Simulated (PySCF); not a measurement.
## J couplings in C$_{5}$H$_{5}$N

Molfile (atoms numbered from 1):
```
C5H5N
     RDKit          3D

 11 11  0  0  0  0  0  0  0  0999 V2000
   -0.3999    1.1240    0.0235 C   0  0  0  0  0  0  0  0  0  0  0  0
   -1.1371    0.0936    0.6016 C   0  0  0  0  0  0  0  0  0  0  0  0
   -0.6228   -1.2022    0.5451 C   0  0  0  0  0  0  0  0  0  0  0  0
    0.5369   -1.5080   -0.0310 N   0  0  0  0  0  0  0  0  0  0  0  0
    1.2347   -0.5173   -0.5806 C   0  0  0  0  0  0  0  0  0  0  0  0
    0.8145    0.8131   -0.5830 C   0  0  0  0  0  0  0  0  0  0  0  0
   -0.7664    2.1535    0.0450 H   0  0  0  0  0  0  0  0  0  0  0  0
   -2.0952    0.2862    1.0892 H   0  0  0  0  0  0  0  0  0  0  0  0
   -1.1795   -2.0343    0.9922 H   0  0  0  0  0  0  0  0  0  0  0  0
    2.1857   -0.7939   -1.0510 H   0  0  0  0  0  0  0  0  0  0  0  0
    1.4291    1.5853   -1.0510 H   0  0  0  0  0  0  0  0  0  0  0  0
  1  2  2  0
  2  3  1  0
  3  4  2  0
  4  5  1  0
  5  6  2  0
  6  1  1  0
  1  7  1  0
  2  8  1  0
  3  9  1  0
  5 10  1  0
  6 11  1  0
M  END
```

Method: B3LYP/pcJ-1 (spin–dipole term only in couplings to heteroatoms)//PBE0-D3(BJ)/def2-SVP, PySCF; isolated molecule, single conformer, non-relativistic. Couplings are averaged over pairs made equivalent by symmetry, fast rotation or ring inversion, so a value needn't be that of the named pair in this geometry, while other rotamers aren't included; one pair stands for each set, and the list holds those of at least 1.5 Hz over up to four bonds.

Isotopes: ¹³C, ¹H, ¹⁵N.

| pair | bonds | J (Hz) |
| --- | --- | --- |
| C1, C2 | 1 | 59.7 |
| C1, H7 | 1 | ? |
| C2, C3 | 1 | 58.8 |
| C2, H8 | 1 | 170.0 |
| C3, H9 | 1 | 186.5 |
| C1, C3 | 2 | -1.7 |
| C2, N4 | 2 | ? |
| C2, C6 | 2 | -2.2 |
| C2, H9 | 2 | 9.7 |
| C3, C5 | 2 | ? |
| C3, H8 | 2 | ? |
| N4, H9 | 2 | -12.8 |
| C1, N4 | 3 | -4.1 |
| C1, H9 | 3 | ? |
| C2, C5 | 3 | 13.2 |
| C2, H11 | 3 | 6.8 |
| C3, H7 | 3 | ? |
| C3, H10 | 3 | 12.2 |
| H7, H8 | 3 | 8.4 |
| H8, H9 | 3 | 5.4 |
| C2, H10 | 4 | -1.9 |
| H7, H9 | 4 | ? |

Estimate the withheld couplings, with signs.

Results:


- ¹J(C1,H7) = 168.3 Hz (bond length 1.093 Å, sp2 carbon)
- ²J(C2,N4) = 2.4 Hz (angle at C3 124°)
- ²J(C3,C5) = -5.1 Hz (angle at N4 118°)
- ²J(C3,H8) = 3.8 Hz (angle at C2 120°)
- ³J(C1,H9) = 6.9 Hz (dihedral angle 180°)
- ³J(C3,H7) = 7.0 Hz (dihedral angle 180°)
- ⁴J(H7,H9) = 1.7 Hz
